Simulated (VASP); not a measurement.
# SrCl2 (Fm-3m) in VASP: settings compared, part 2 of 3

VASP 6.6.1. Earlier steps stand in the parts before.

## (3) Relaxation of cell and atoms, PBE

This run uses another cell than the first one, of 28.89 Å³/atom, 1.021 times its volume.

Contents of INCAR:

```
SYSTEM = SrCl2
ALGO = Normal
EDIFF = 1E-7
EDIFFG = -0.005
ENCUT = 300
GGA = PE
IBRION = 2
ISIF = 3
ISMEAR = 0
LASPH = .True.
LCHARG = .False.
LREAL = .False.
LWAVE = .False.
NELM = 80
NSW = 90
PREC = Accurate
SIGMA = 0.03
```

Contents of KPOINTS:

```
k-points
0
Gamma
  4 4 4
  0 0 0
```

Contents of POSCAR:

```
SrCl2                                   
1.0
   -0.0000000000      3.5124293824      3.5124293824
    3.5124293824     -0.0000000000      3.5124293824
    3.5124293824      3.5124293824      0.0000000000
  Sr              Cl            
     1     2
Direct
     0.0000000000000000    1.0000000000000000    0.0000000000000000
     0.2500000000000000    0.2500000000000000    0.2500000000000000
     0.7500000000000000    0.7500000000000000    0.7500000000000000
```

Potentials or basis: VASP PAW PBE potentials, release 64 (Sr_sv, Cl).

The run is started by

```console
cat potpaw_PBE.64/Sr_sv/POTCAR potpaw_PBE.64/Cl/POTCAR > POTCAR
mpirun -np 1 vasp_std > vasp.out
```

OUTCAR:

```text
SYSTEM = SrCl2
   EDIFF = 1E-7
   EDIFFG = -0.005
   ENCUT = 300
   GGA = PE
   IBRION = 2
   ISIF = 3
   ISMEAR = 0
   LASPH = .True.
   LREAL = .False.
   NELM = 80
   NSW = 90
   PREC = Accurate

 ion  position               nearest neighbor table
   1  0.000  0.000  0.000-   3 3.04   3 3.04   3 3.04   2 3.04   2 3.04   2 3.04   3 3.04   2 3.04

   2  0.250  0.250  0.250-   1 3.04   1 3.04   1 3.04   1 3.04
   3  0.750  0.750  0.750-   1 3.04   1 3.04   1 3.04   1 3.04

  LATTYP: Found a face centered cubic cell.
 ALAT       =     7.0248587648

  Lattice vectors:

 A1 = (   0.0000000000,   3.5124293824,   3.5124293824)
 A2 = (   3.5124293824,   0.0000000000,   3.5124293824)
 A3 = (   3.5124293824,   3.5124293824,   0.0000000000)

Analysis of symmetry for initial positions (statically):
=====================================================================
 Subroutine PRICEL returns:
 Original cell was already a primitive cell.

 Routine SETGRP: Setting up the symmetry group for a
 face centered cubic supercell.

 Subroutine GETGRP returns: Found 48 space group operations
 (whereof 48 operations were pure point group operations)
 out of a pool of 48 trial point group operations.

The static configuration has the point symmetry O_h .

Analysis of symmetry for dynamics (positions and initial velocities):
=====================================================================
 Subroutine PRICEL returns:
 Original cell was already a primitive cell.

 Routine SETGRP: Setting up the symmetry group for a
 face centered cubic supercell.

 Subroutine GETGRP returns: Found 48 space group operations
 (whereof 48 operations were pure point group operations)
 out of a pool of 48 trial point group operations.

The dynamic configuration has the point symmetry O_h .

[... 157 lines left out ...]
      1.75621      1.75621      1.75621         0.000000      0.000000      0.000000
      5.26864      5.26864      5.26864        -0.000000     -0.000000     -0.000000
 -----------------------------------------------------------------------------------
    total drift:                               -0.000000     -0.000000      0.000000

  FREE ENERGIE OF THE ION-ELECTRON SYSTEM (eV)
  ---------------------------------------------------
  free  energy   TOTEN  =       -12.7871875081 eV

  energy  without entropy=      -12.7871875081  energy(sigma->0) =      -12.78718751

--------------------------------------- Ionic step        2  -------------------------------------------

 number of electron      24.0000003 magnetization

 Free energy of the ion-electron system (eV)
  ---------------------------------------------------
  ext. energy  EPLUGINS =         0.00000000
  ---------------------------------------------------
  free energy    TOTEN  =       -12.78721031 eV

  energy without entropy =      -12.78721031  energy(sigma->0) =      -12.78721031

 E-fermi :   0.2112     XC(G=0):  -8.1888

 val. band max:        0.0115587317   @ k =   0.5000   0.5000   0.0000
 cond. band min:       5.2603307017   @ k =   0.0000   0.0000   0.0000
 fundamental gap:      5.2487719701
 Fermi energy:         0.2111829002

 k-point     1 :       0.0000    0.0000    0.0000
  band No.  band energies     occupation
      1     -32.9501      2.00000
      2     -14.9301      2.00000
      3     -14.9301      2.00000
      4     -14.9301      2.00000
      5     -13.2302      2.00000
      6     -12.4248      2.00000
[... 129 lines left out ...]
      3     -15.1019      2.00000
      4     -14.9600      2.00000
      5     -12.6196      2.00000
      6     -12.6196      2.00000
[... 8 lines left out ...]
     15       7.1748      0.00000
     16       7.1748      0.00000

------------------------ aborting loop because EDIFF is reached ----------------------------------------

  FORCE on cell =-STRESS in cart. coord.  units (eV):
  Direction    XX          YY          ZZ          XY          YZ          ZX
  --------------------------------------------------------------------------------------
  -------------------------------------------------------------------------------------
  Total        0.0019095      0.0019095      0.0019095      0.0000000     -0.0000000      0.0000000
  in kB        0.0352511      0.0352511      0.0352511      0.0000000     -0.0000000      0.0000000
  external PRESSURE =       0.0352511 kB  Pullay stress =       0.0000000 kB

 VOLUME and BASIS-vectors are now :
 -----------------------------------------------------------------------------
  energy-cutoff  :      300.00
  volume of cell :       86.79
      direct lattice vectors                 reciprocal lattice vectors
     0.000000000  3.514080871  3.514080871    -0.142284716  0.142284716  0.142284716
     3.514080871 -0.000000000  3.514080871     0.142284716 -0.142284716  0.142284716
     3.514080871  3.514080871  0.000000000     0.142284716  0.142284716 -0.142284716

 POSITION                                       TOTAL-FORCE (eV/Angst)
 -----------------------------------------------------------------------------------
      0.00000      3.51408      3.51408        -0.000000      0.000000     -0.000000
      1.75704      1.75704      1.75704         0.000000     -0.000000     -0.000000
      5.27112      5.27112      5.27112        -0.000000      0.000000      0.000000
 -----------------------------------------------------------------------------------
    total drift:                               -0.000000     -0.000000      0.000000

  FREE ENERGIE OF THE ION-ELECTRON SYSTEM (eV)
  ---------------------------------------------------
  free  energy   TOTEN  =       -12.7872103072 eV

  energy  without entropy=      -12.7872103072  energy(sigma->0) =      -12.78721031

 reached required accuracy - stopping structural energy minimisation
```

CONTCAR:

```text
SrCl2
   1.00000000000000
     0.0000000000000000    3.5140808706019317    3.5140808706019317
     3.5140808706019317   -0.0000000000000000    3.5140808706019317
     3.5140808706019317    3.5140808706019317    0.0000000000000000
  Sr              Cl
     1     2
Direct
     1.0000000000000000    0.0000000000000000    0.0000000000000000
     0.2500000000000000    0.2500000000000000    0.2500000000000000
     0.7500000000000000    0.7500000000000000    0.7500000000000000

  0.00000000E+00  0.00000000E+00  0.00000000E+00
  0.00000000E+00  0.00000000E+00  0.00000000E+00
  0.00000000E+00  0.00000000E+00  0.00000000E+00
```

Run time: 12 s. Hardware: 1 thread of Intel Xeon Platinum 8259CL at 2.50GHz (Skylake/Cascade Lake), shared host; peak memory 0.15 GiB.

What came out:

```
Free energy                            : -12.7872 eV
Relaxed volume                         : 28.93 Å³/atom
Relaxed cell                           : a = 4.970 Å, b = 4.970 Å, c = 4.970 Å, α = 60.00°, β = 60.00°, γ = 60.00°
Space group after relaxing (to 0.05 Å) : Fm-3m (No. 225)
Energy gained by relaxing              : 0.0 meV/atom
Ionic steps                            : 2
Pressure after relaxing                : 0.0 GPa
Band gap on the k mesh                 : 5.25 eV, indirect (least direct gap 5.51 eV)
```

Final structure:
```yaml
crystal:
  lattice:
    - [0.00000, 3.51408, 3.51408]
    - [3.51408, 0.00000, 3.51408]
    - [3.51408, 3.51408, 0.00000]
  atoms:
    - { symbol: Sr, position: [0.00000, 0.00000, 0.00000] }
    - { symbol: Cl, position: [0.25000, 0.25000, 0.25000] }
    - { symbol: Cl, position: [0.75000, 0.75000, 0.75000] }
```

Caveat: the cutoff is under 1.25 times the usual one of these potentials, so pressure, stress and relaxed cells hold a basis-set (Pulay) error. A k mesh can miss the band edges.

## (4) Relaxation of cell and atoms, PBE+D3(BJ)

Contents of INCAR:

```
SYSTEM = SrCl2
PREC = Accurate
ENCUT = 600
EDIFF = 1E-6
ISMEAR = 0
SIGMA = 0.03
LREAL = .False.
LASPH = .True.
NELM = 80
ALGO = Normal
ISIF = 3
LWAVE = .False.
LCHARG = .False.
GGA = PE
IVDW = 12
IBRION = 2
NSW = 90
EDIFFG = -0.01
```

Contents of KPOINTS:

```
Automatic mesh
0
Gamma
  8 8 8
  0 0 0
```

Contents of POSCAR:

```
SrCl2
1.0
    0.0000000000      3.4883500000      3.4883500000
    3.4883500000      0.0000000000      3.4883500000
    3.4883500000      3.4883500000      0.0000000000
Sr Cl
1 2
Direct
    0.0000000000      0.0000000000      0.0000000000
    0.2500000000      0.2500000000      0.2500000000
    0.7500000000      0.7500000000      0.7500000000
```

The run is started by

```console
cat potpaw_PBE.64/Sr_sv/POTCAR potpaw_PBE.64/Cl/POTCAR > POTCAR
mpirun -np 1 vasp_std > vasp.out
```

Wall time 60 s (1 thread of Intel Xeon Platinum 8488C (Sapphire Rapids), shared host); peak memory 0.27 GiB.

The run converged. Its results:

```yaml
Free_energy: -13.4472 eV
Relaxed_volume: 28.17 Å³/atom
Relaxed_cell: a = 4.926 Å, b = 4.926 Å, c = 4.926 Å, α = 60.00°, β = 60.00°, γ = 60.00°
Space_group_after_relaxing_to_0.05_Å: Fm-3m (No. 225)
Energy_gained_by_relaxing: 0.1 meV/atom
Ionic_steps: 2
Pressure_after_relaxing: 0.0 GPa
Band_gap_on_the_k_mesh: 5.36 eV, indirect (least direct gap 5.50 eV)
Dispersion_energy_per_atom: -0.223 eV
```

The path:
```tsv
step	energy change (eV)	largest force (eV/Å)	pressure (GPa)	volume (Å³)
1	0.0000	0.0000	-0.18	84.90
2	-0.0002	0.0000	-0.01	84.50
```

Final structure:
```cif
data_structure
_symmetry_space_group_name_H-M 'P 1'
_symmetry_Int_Tables_number 1
_cell_length_a 4.9256
_cell_length_b 4.9256
_cell_length_c 4.9256
_cell_angle_alpha 60.000
_cell_angle_beta 60.000
_cell_angle_gamma 60.000
_cell_volume 84.50
loop_
_atom_site_label
_atom_site_type_symbol
_atom_site_fract_x
_atom_site_fract_y
_atom_site_fract_z
_atom_site_occupancy
Sr1 Sr 0.00000 0.00000 0.00000 1
Cl1 Cl 0.25000 0.25000 0.25000 1
Cl2 Cl 0.75000 0.75000 0.75000 1
```

Levels at points of the mesh, in eV from the valence-band top:
```csv
k point,band 8,band 9,band 10,band 11,band 12,band 13,band 14,band 15,band 16
"(0.00, 0.00, 0.00)",-2.14,-2.14,-0.34,-0.34,-0.34,5.36,6.10,6.10,9.04
"(0.50, 0.00, 0.00)",-1.58,-1.51,-1.33,-1.05,-1.05,6.72,6.72,7.52,7.88
"(0.50, 0.50, 0.00)",-1.89,-1.89,-0.41,-0.41,0.00,5.50,7.05,7.61,8.02
```

A k mesh can miss the band edges.

(Part 2 of 3 ends here.)
